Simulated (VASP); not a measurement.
# Ni (Fm-3m) in VASP: a series of runs, part 2 of 2

VASP 6.6.1.

**5. Band structure, PBE, collinear spin, ferromagnetic start**

INCAR

```
SYSTEM = Ni
PREC = Accurate
ENCUT = 520
EDIFF = 1E-6
ISMEAR = -1
SIGMA = 0.05
LREAL = .False.
LASPH = .True.
NELM = 100
ALGO = Fast
ISIF = 2
LWAVE = .False.
LCHARG = .False.
ISPIN = 2
MAGMOM = 1
LORBIT = 11
LMAXMIX = 4
GGA = PE
NBANDS = 18
```

KPOINTS

```
regular mesh
0
Gamma
  13 13 13
  0 0 0
```

POSCAR

```
Ni
1.0
    0.0000000000      1.7375729330      1.7375729330
    1.7375729330      0.0000000000      1.7375729330
    1.7375729330      1.7375729330      0.0000000000
Ni
1
Direct
    0.0000000000      0.0000000000      0.0000000000
```

KPOINTS_OPT

```
path GXWKGLUWLK,UX
10
line-mode
reciprocal
 0.0000000000  0.0000000000  0.0000000000  G
 0.5000000000  0.0000000000  0.5000000000  X

 0.5000000000  0.0000000000  0.5000000000  X
 0.5000000000  0.2500000000  0.7500000000  W

 0.5000000000  0.2500000000  0.7500000000  W
 0.3750000000  0.3750000000  0.7500000000  K

 0.3750000000  0.3750000000  0.7500000000  K
 0.0000000000  0.0000000000  0.0000000000  G

 0.0000000000  0.0000000000  0.0000000000  G
 0.5000000000  0.5000000000  0.5000000000  L

 0.5000000000  0.5000000000  0.5000000000  L
 0.6250000000  0.2500000000  0.6250000000  U

 0.6250000000  0.2500000000  0.6250000000  U
 0.5000000000  0.2500000000  0.7500000000  W

 0.5000000000  0.2500000000  0.7500000000  W
 0.5000000000  0.5000000000  0.5000000000  L

 0.5000000000  0.5000000000  0.5000000000  L
 0.3750000000  0.3750000000  0.7500000000  K

 0.6250000000  0.2500000000  0.6250000000  U
 0.5000000000  0.0000000000  0.5000000000  X
```

Potentials or basis: VASP PAW PBE potentials, release 64 (Ni_pv).

Run with:

```console
cat potpaw_PBE.64/Ni_pv/POTCAR > POTCAR
mpirun -np 1 vasp_std > vasp.out
```

OUTCAR:

```text
SYSTEM = Ni
   PREC = Accurate
   ENCUT = 520
   EDIFF = 1E-6
   ISMEAR = -1
   LREAL = .False.
   LASPH = .True.
   NELM = 100
   ISIF = 2
   ISPIN = 2
   LORBIT = 11
   GGA = PE

 ion  position               nearest neighbor table
   1  0.000  0.000  0.000-

  LATTYP: Found a face centered cubic cell.
 ALAT       =     3.4751458660

  Lattice vectors:

 A1 = (   0.0000000000,   1.7375729330,   1.7375729330)
 A2 = (   1.7375729330,   0.0000000000,   1.7375729330)
[... 1217 lines left out ...]
  -------------------------------------------------------------------------------------
  Total        0.3770412      0.3770412      0.3770412      0.0000000      0.0000000      0.0000000
  in kB       57.5758331     57.5758331     57.5758331      0.0000000      0.0000000      0.0000000
  external PRESSURE =      57.5758331 kB  Pullay stress =       0.0000000 kB

 VOLUME and BASIS-vectors are now :
 -----------------------------------------------------------------------------
  energy-cutoff  :      520.00
  volume of cell :       10.49
      direct lattice vectors                 reciprocal lattice vectors
     0.000000000  1.737572933  1.737572933    -0.287757705  0.287757705  0.287757705
     1.737572933  0.000000000  1.737572933     0.287757705 -0.287757705  0.287757705
     1.737572933  1.737572933  0.000000000     0.287757705  0.287757705 -0.287757705

 POSITION                                       TOTAL-FORCE (eV/Angst)
 -----------------------------------------------------------------------------------
      0.00000      0.00000      0.00000         0.000000     -0.000000      0.000000
 -----------------------------------------------------------------------------------
    total drift:                                0.000000      0.000000      0.000000

  FREE ENERGIE OF THE ION-ELECTRON SYSTEM (eV)
  ---------------------------------------------------
  free  energy   TOTEN  =        -5.4918193413 eV

  energy  without entropy=       -5.4792326610  energy(sigma->0) =       -5.48552600

 total charge

# of ion       s       p       d       tot
------------------------------------------
    1        0.332   6.258   7.963  14.552

 magnetization (x)

# of ion       s       p       d       tot
------------------------------------------
    1       -0.002  -0.013   0.674   0.659
```

OSZICAR:

```text
N       E                     dE             d eps       ncg     rms          rms(c)
DAV:   1     0.140195366658E+03    0.14020E+03   -0.94888E+03  6240   0.124E+03
DAV:   2    -0.286475591127E+01   -0.14306E+03   -0.13257E+03  6196   0.350E+02
DAV:   3    -0.647213876650E+01   -0.36074E+01   -0.35601E+01  7248   0.627E+01
[... 18 lines left out ...]
DAV:   7    -0.228510530464E+05   -0.22430E-05     5782
DAV:   8    -0.228510530467E+05   -0.21556E-06     4882
       N       E                     dE             ncg
DAV:   1     0.504314955480E+05   -0.17424E+05     1200
DAV:   2     0.481325695486E+05   -0.22989E+04     1194
DAV:   3     0.480722780232E+05   -0.60292E+02     1392
DAV:   4     0.480720195182E+05   -0.25850E+00     1390
DAV:   5     0.480720180566E+05   -0.14617E-02     1330
DAV:   6     0.480720180392E+05   -0.17385E-04     1370
DAV:   7     0.480720180389E+05   -0.23533E-06     1144
```

stdout:

```text
POSCAR found type information on POSCAR Ni
 POSCAR found :  1 types and       1 ions
 scaLAPACK will be used
 LDA part: xc-table for (Slater+PW92), standard interpolation
 POSCAR, INCAR and KPOINTS ok, starting setup
 FFT: planning ... GRIDC
 FFT: planning ... GRID_SOFT
 FFT: planning ... GRID
 WAVECAR not read
 entering main loop
 Start KPOINTS_OPT (optional k-point list driver)
k-point batch [1-84\100]
k-point batch [85-100\100]
```

Wall time 30 s (1 thread of Intel Xeon Platinum 8488C (Sapphire Rapids), shared host); peak memory 0.16 GiB.

What came out:

```yaml
Free_energy: -5.4918 eV
Pressure: 5.8 GPa
Band_gap_along_the_path: none (metal or under the smearing width)
Net_moment: 0.63 μB per cell
Site_moments: Ni +0.66 μB
Valence_electrons_inside_the_program's_atomic_spheres: Ni 14.55
```

**6. Band structure, PBE, collinear spin, ferromagnetic start**

INCAR

```
PREC = Accurate ; ENCUT = 600
EDIFF = 1E-6 ; ISMEAR = -1
SIGMA = 0.05 ; LREAL = False
LASPH = True ; NELM = 150
ALGO = Normal ; ISIF = 2
LWAVE = False ; LCHARG = False
ISPIN = 2 ; MAGMOM = 1
LORBIT = 11 ; LMAXMIX = 4
GGA = PE ; NBANDS = 19
```

KPOINTS

```
Automatic mesh
0
Gamma
  13 13 13
```

POSCAR is that of step 5.

KPOINTS_OPT is that of step 5.

Potentials or basis: VASP PAW PBE potentials, release 64 (Ni_sv_GW).

Run with:

```console
cat potpaw_PBE.64/Ni_sv_GW/POTCAR > POTCAR
mpirun -np 1 vasp_std > vasp.out
```

OUTCAR:

```text
PREC = Accurate
   ENCUT = 600
   EDIFF = 1E-6
   ISMEAR = -1
   LREAL = False
   LASPH = True
   NELM = 150
   ISIF = 2
   ISPIN = 2
   LORBIT = 11
   GGA = PE

 ion  position               nearest neighbor table
   1  0.000  0.000  0.000-

  LATTYP: Found a face centered cubic cell.
 ALAT       =     3.4751458660

  Lattice vectors:

 A1 = (   0.0000000000,   1.7375729330,   1.7375729330)
 A2 = (   1.7375729330,   0.0000000000,   1.7375729330)
 A3 = (   1.7375729330,   1.7375729330,   0.0000000000)

Analysis of symmetry for initial positions (statically):
=====================================================================
 Subroutine PRICEL returns:
 Original cell was already a primitive cell.

 Routine SETGRP: Setting up the symmetry group for a
 face centered cubic supercell.

 Subroutine GETGRP returns: Found 48 space group operations
 (whereof 48 operations were pure point group operations)
 out of a pool of 48 trial point group operations.

The static configuration has the point symmetry O_h .

Analysis of symmetry for dynamics (positions and initial velocities):
=====================================================================
 Subroutine PRICEL returns:
 Original cell was already a primitive cell.

 Routine SETGRP: Setting up the symmetry group for a
 face centered cubic supercell.

 Subroutine GETGRP returns: Found 48 space group operations
 (whereof 48 operations were pure point group operations)
 out of a pool of 48 trial point group operations.

The dynamic configuration has the point symmetry O_h .

Analysis of structural, dynamic, and magnetic symmetry:
=====================================================================
 Subroutine PRICEL returns:
 Original cell was already a primitive cell.

 Routine SETGRP: Setting up the symmetry group for a
 face centered cubic supercell.

 Subroutine GETGRP returns: Found 48 space group operations
 (whereof 48 operations were pure point group operations)
 out of a pool of 48 trial point group operations.

The overall configuration has the point symmetry O_h .

 Subroutine INISYM returns: Found 48 space group operations
 (whereof 48 operations are pure point group operations),
 and found     1 'primitive' translations

----------------------------------------------------------------------------------------

                                     Primitive cell

  volume of cell :      10.4920

  direct lattice vectors                    reciprocal lattice vectors
     0.000000000  1.737572933  1.737572933    -0.287757705  0.287757705  0.287757705
     1.737572933  0.000000000  1.737572933     0.287757705 -0.287757705  0.287757705
     1.737572933  1.737572933  0.000000000     0.287757705  0.287757705 -0.287757705

  length of vectors
     2.457299207  2.457299207  2.457299207     0.498410966  0.498410966  0.498410966

  position of ions in fractional coordinates (direct lattice)
     0.000000000  0.000000000  0.000000000

  ion indices of the primitive-cell ions
   primitive index   ion index
                 1           1

----------------------------------------------------------------------------------------

 KPOINTS: Automatic mesh

Automatic generation of k-mesh.
 Grid dimensions read from file:
[... 51 lines left out ...]
   dimension x,y,z NGXF=    40 NGYF=   40 NGZF=   40
   ions per type =               1
   NGX,Y,Z   is equivalent  to a cutoff of  13.53, 13.53, 13.53 a.u.
   NGXF,Y,Z  is equivalent  to a cutoff of  27.06, 27.06, 27.06 a.u.
 SYSTEM =  unknown system
   PREC   = accura    normal or accurate (medium, high low for compatibility)
   ISTART =      0    job   : 0-new  1-cont  2-samecut
   ICHARG =      2    charge: 1-file 2-atom 10-const
   ISPIN  =      2    spin polarized calculation?
   LNONCOLLINEAR =      F non collinear calculations
   LSORBIT =      F    spin-orbit coupling
   LASPH  =      T    aspherical Exc in radial PAW
   ENCUT  =  600.0 eV  44.10 Ry    6.64 a.u.   4.91  4.91  4.91*2*pi/ulx,y,z
   NELM   =    150;   NELMIN=  2; NELMDL= -5     # of ELM steps
   EDIFF  = 0.1E-05   stopping-criterion for ELM
   LREAL  =      F    real-space projection
   EDIFFG = 0.1E-04   stopping-criterion for IOM
   NSW    =      0    number of steps for IOM
   IBRION =     -1    ionic relax: 0-MD 1-quasi-New 2-CG
   NFREE  =      0    steps in history (QN), initial steepest desc. (CG)
   ISIF   =      2    stress and relaxation
   ISYM   =      2    0-nonsym 1-usesym 2-fastsym
   POTIM  = 0.5000    time-step for ionic-motion
   TEBEG  =    0.0;   TEEND  =   0.0 temperature during run
   PSTRESS=    0.0 pullay stress
   NELECT =      18.0000    total number of electrons
   NUPDOWN=      -1.0000    fix difference up-down
   EMIN   =  10.00;   EMAX   =-10.00  energy-range for DOS
   EFERMI =   0.00;   METHOD = LEGACY
   ISMEAR =    -1;   SIGMA  =   0.05  broadening in eV -4-tet -1-fermi 0-gaus
   EFERMI_NEDOS =   21; number of points for ismear=-14 and -15
   IALGO  =     38    algorithm
   IMIX   =      4    mixing-type and parameters
     AMIX     =   0.40;   BMIX     =  1.00
     AMIX_MAG =   1.60;   BMIX_MAG =  1.00
  volume/ion in A,a.u.               =      10.49        70.80
  Fermi-wavevector in a.u.,A,eV,Ry     =   1.959804  3.703492 52.257684  3.840831
  Thomas-Fermi vector in A             =   2.985109
   LORBIT       =     11    0 simple, 1 ext, 2 COOP (PROOUT), +10 PAW based schemes
   GGA     = PE    functional components
   LHFCALC =     F    Hartree Fock is set to
   AEXX    =    0.0000 exact exchange contribution
   IVDW    =     0    specifies the selected vdW correction
   LEPSILON=     F    determine dielectric tensor
   LRPA    =     F    only Hartree local field effects (RPA)
 spin polarized calculation
  energy-cutoff  :      600.00
  volume of cell :       10.49
 maximum number of plane-waves:       365
   NGX =  9   NGY =  9   NGZ =  9

 number of electron      18.0000011 magnetization       0.6291545

 Free energy of the ion-electron system (eV)
  ---------------------------------------------------
  ext. energy  EPLUGINS =         0.00000000
  ---------------------------------------------------
  free energy    TOTEN  =        -6.41841970 eV

  energy without entropy =       -6.40591368  energy(sigma->0) =       -6.41216669

 E-fermi :   8.3371     XC(G=0): -14.1114

 val. band max:        8.3343913650   @ k =  -0.3846   0.0769   0.0000
 cond. band min:       8.3497886103   @ k =   0.3846   0.0769   0.0000
 fundamental gap:      0.0153972453
 Fermi energy:         8.3371452586

 spin component 1

 k-point     1 :       0.0000    0.0000    0.0000
  band No.  band energies     occupation
      1     -95.4086      1.00000
      2     -55.6537      1.00000
      3     -55.6537      1.00000
      4     -55.6537      1.00000
      5      -1.0570      1.00000
      6       5.7757      1.00000
[... 517 lines left out ...]
     18      48.1112      0.00000
     19      57.0298      0.00000

 [... further k-points ...]

 spin component 2

 k-point     1 :       0.0000    0.0000    0.0000
  band No.  band energies     occupation
      1     -94.5711      1.00000
      2     -54.8351      1.00000
      3     -54.8351      1.00000
      4     -54.8351      1.00000
      5      -1.0893      1.00000
      6       6.5366      1.00000
[... 517 lines left out ...]
     18      48.2108      0.00000
     19      57.1157      0.00000

 [... further k-points ...]

------------------------ aborting loop because EDIFF is reached ----------------------------------------

  FORCE on cell =-STRESS in cart. coord.  units (eV):
  Direction    XX          YY          ZZ          XY          YZ          ZX
  --------------------------------------------------------------------------------------
  -------------------------------------------------------------------------------------
  Total        0.2834448      0.2834448      0.2834448      0.0000000      0.0000000     -0.0000000
  in kB       43.2832561     43.2832561     43.2832561      0.0000000      0.0000000     -0.0000000
  external PRESSURE =      43.2832561 kB  Pullay stress =       0.0000000 kB

 VOLUME and BASIS-vectors are now :
 -----------------------------------------------------------------------------
  energy-cutoff  :      600.00
  volume of cell :       10.49
      direct lattice vectors                 reciprocal lattice vectors
     0.000000000  1.737572933  1.737572933    -0.287757705  0.287757705  0.287757705
     1.737572933  0.000000000  1.737572933     0.287757705 -0.287757705  0.287757705
     1.737572933  1.737572933  0.000000000     0.287757705  0.287757705 -0.287757705

 POSITION                                       TOTAL-FORCE (eV/Angst)
 -----------------------------------------------------------------------------------
      0.00000      0.00000      0.00000        -0.000000     -0.000000     -0.000000
 -----------------------------------------------------------------------------------
    total drift:                                0.000000     -0.000000      0.000000

  FREE ENERGIE OF THE ION-ELECTRON SYSTEM (eV)
  ---------------------------------------------------
  free  energy   TOTEN  =        -6.4184196974 eV

  energy  without entropy=       -6.4059136793  energy(sigma->0) =       -6.41216669

 total charge

# of ion       s       p       d       f       tot
--------------------------------------------------
    1        2.249   6.322   7.815   0.006  16.391

 magnetization (x)

# of ion       s       p       d       f       tot
--------------------------------------------------
    1       -0.001  -0.015   0.683  -0.000   0.667
```

Run time: 52 s. Hardware: 1 thread of Intel Xeon Platinum 8488C (Sapphire Rapids), shared host; peak memory 0.19 GiB.

Results:

| Property | Result |
| --- | --- |
| Free energy | -6.4184 eV |
| Pressure | 4.3 GPa |
| Band gap along the path | none (metal or under the smearing width) |
| Net moment | 0.63 μB per cell |
| Site moments | Ni +0.67 μB |
| Valence electrons inside the program's atomic spheres | Ni 16.39 |

Levels at the corners of the path, in eV from the Fermi level:
Spin up:
```
point  band 6  band 7  band 8  band 9  band 10  band 11  band 12  band 13
    Γ   -2.56   -2.56   -2.56   -1.31    -1.31    23.75    27.98    27.98
    X   -4.44   -0.55   -0.46   -0.46     2.36     9.47    15.04    15.04
    X   -4.44   -0.55   -0.46   -0.46     2.36     9.47    15.04    15.04
    W   -3.25   -3.25   -1.38   -0.46     7.86     7.86    10.14    11.38
    W   -3.25   -3.25   -1.38   -0.46     7.86     7.86    10.14    11.38
    K   -3.94   -2.24   -1.14   -0.74     5.80     7.40    10.19    17.45
    K   -3.94   -2.24   -1.14   -0.74     5.80     7.40    10.19    17.45
    Γ   -2.56   -2.56   -2.56   -1.31    -1.31    23.75    27.98    27.98
    Γ   -2.56   -2.56   -2.56   -1.31    -1.31    23.75    27.98    27.98
    L   -2.55   -2.55   -0.60   -0.60    -0.47     5.86    22.27    25.17
    L   -2.55   -2.55   -0.60   -0.60    -0.47     5.86    22.27    25.17
    U   -3.94   -2.24   -1.14   -0.74     5.80     7.40    10.19    17.45
    U   -3.94   -2.24   -1.14   -0.74     5.80     7.40    10.19    17.45
    W   -3.25   -3.25   -1.38   -0.46     7.86     7.86    10.14    11.38
    W   -3.25   -3.25   -1.38   -0.46     7.86     7.86    10.14    11.38
    L   -2.55   -2.55   -0.60   -0.60    -0.47     5.86    22.27    25.17
    L   -2.55   -2.55   -0.60   -0.60    -0.47     5.86    22.27    25.17
    K   -3.94   -2.24   -1.14   -0.74     5.80     7.40    10.19    17.45
    U   -3.94   -2.24   -1.14   -0.74     5.80     7.40    10.19    17.45
    X   -4.44   -0.55   -0.46   -0.46     2.36     9.47    15.04    15.04
```
Spin down:
```
point  band 6  band 7  band 8  band 9  band 10  band 11
    Γ   -1.80   -1.80   -1.80   -0.72    -0.72    23.59
    X   -3.83    0.07    0.41    0.41     2.32     9.73
    X   -3.83    0.07    0.41    0.41     2.32     9.73
    W   -2.64   -2.64   -0.82    0.41     8.06     8.06
    W   -2.64   -2.64   -0.82    0.41     8.06     8.06
    K   -3.39   -1.62   -0.56    0.13     6.02     7.60
    K   -3.39   -1.62   -0.56    0.13     6.02     7.60
    Γ   -1.80   -1.80   -1.80   -0.72    -0.72    23.59
    Γ   -1.80   -1.80   -1.80   -0.72    -0.72    23.59
    L   -1.93   -1.93   -0.52    0.16     0.16     6.30
    L   -1.93   -1.93   -0.52    0.16     0.16     6.30
    U   -3.39   -1.62   -0.56    0.13     6.02     7.60
    U   -3.39   -1.62   -0.56    0.13     6.02     7.60
    W   -2.64   -2.64   -0.82    0.41     8.06     8.06
    W   -2.64   -2.64   -0.82    0.41     8.06     8.06
    L   -1.93   -1.93   -0.52    0.16     0.16     6.30
    L   -1.93   -1.93   -0.52    0.16     0.16     6.30
    K   -3.39   -1.62   -0.56    0.13     6.02     7.60
    U   -3.39   -1.62   -0.56    0.13     6.02     7.60
    X   -3.83    0.07    0.41    0.41     2.32     9.73
```

**7. The reference run**

An earlier run on the cell as given: functional PBEsol; potentials or basis VASP PAW PBE potentials, release 64 (Ni); cutoff 520 eV; k mesh 13 × 13 × 13; occupations fermi-dirac, width 0.05 eV; collinear spin, ferromagnetic start; starting moments [1.0] μB.

- Pressure: -2.4 GPa
- Band gap on the k mesh: none (metal or under the smearing width)
- Net moment: 0.62 μB per cell
- Site moments: Ni +0.63 μB
- Valence electrons inside the program's atomic spheres: Ni 9.38

**8. Overview**

```tsv
task	level	potentials or basis	cutoff (eV)	ladder	pressure (GPa)	moment (μB)
band structure	PBE	VASP PAW PBE potentials, release 54 (Ni)	520	-	8.0	0.62
band structure	PBE	VASP PAW PBE potentials, release 54 (Ni)	500	-	-	0.62
band structure	PBE	VASP PAW PBE potentials, release 64 (Ni)	500	-	8.0	0.62
band structure	PBE	VASP PAW PBE potentials, release 64 (Ni_pv)	520	-	5.8	0.63
band structure	PBE	VASP PAW PBE potentials, release 64 (Ni_sv_GW)	600	-	4.3	0.63
single point	PBEsol	VASP PAW PBE potentials, release 64 (Ni)	520	free	-2.4	0.62
```

Alike in all rows: spin collinear, ferromagnetic start; cell as given; k mesh 13 × 13 × 13; smearing fermi-dirac 0.05 eV.

Caveats: the PAW data sets were made with another functional, which shifts forces and pressure a little (some runs).

Absolute energies hang on the potentials; compare differences alone.
